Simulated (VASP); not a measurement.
# CoPtO2: relaxation of cell and atoms with PBEsol

Crystal: CoPtO2.

```xyz
4
Lattice="1.4035 0.8103 5.9089 -1.4035 0.8103 5.9089 0.0000 -1.6206 5.9089" Properties=species:S:1:pos:R:3 pbc="T T T"
Co    0.0000    0.0000    8.8633
Pt    0.0000    0.0000   17.7267
O     0.0000    0.0000   15.7377
O     0.0000    0.0000    1.9890
```

The cell is a database's computed one.

| Quantity | Value |
| --- | --- |
| Program | VASP 6.6.1 |
| Task | relaxation of cell and atoms |
| Functional | PBEsol |
| Potentials or basis | VASP PAW PBE potentials, release 64 (Co, Pt, O) |
| Cutoff | 600 eV |
| k mesh | 15 × 15 × 15 |
| Occupations | methfessel-paxton, width 0.1 eV |
| Spin | no spin polarisation |
| Further INCAR settings | ALGO = Normal; EDIFF = 1e-07; IBRION = 2; EDIFFG = -0.005; NSW = 90; ISIF = 3 |

| Item | Value |
| --- | --- |
| Pressure after relaxing | 0.0 GPa |
| Band gap on the k mesh | none (metal or under the smearing width) |

Final structure:
```
Co Pt O
1.0
     1.40352    0.81032    5.90889
    -1.40352    0.81032    5.90889
     0.00000   -1.62064    5.90889
Co Pt O
1 1 2
Direct
  0.50000 0.50000 0.50000
  0.00000 0.00000 0.00000
  0.88780 0.88780 0.88780
  0.11220 0.11220 0.11220
```

Levels at points of the mesh, in eV from the Fermi level:
| k point | band 14 | band 15 | band 16 | band 17 | band 18 | band 19 |
| --- | --- | --- | --- | --- | --- | --- |
| (0.00, 0.00, 0.00) | -1.68 | -1.68 | -1.56 | 1.85 | 1.85 | 2.79 |

Run time: 11 min on 2 MPI ranks on Intel(R) Xeon(R) Platinum 8488C (Sapphire Rapids), with other jobs on the host, peak memory 0.64 GiB a rank.

Caveat: the relaxation stopped at its first step, so nothing moved; the PAW data sets were made with another functional, which shifts forces and pressure a little; an odd number of electrons without spin polarisation forces a metal; a magnetic or distorted state may lie lower; the run has no spin polarisation, though such a crystal can be magnetic; semilocal functionals often make such compounds metallic where correlation or magnetic order opens a gap, which also shifts bond lengths. The run has no spin-orbit coupling, so splittings on Pt are missing.
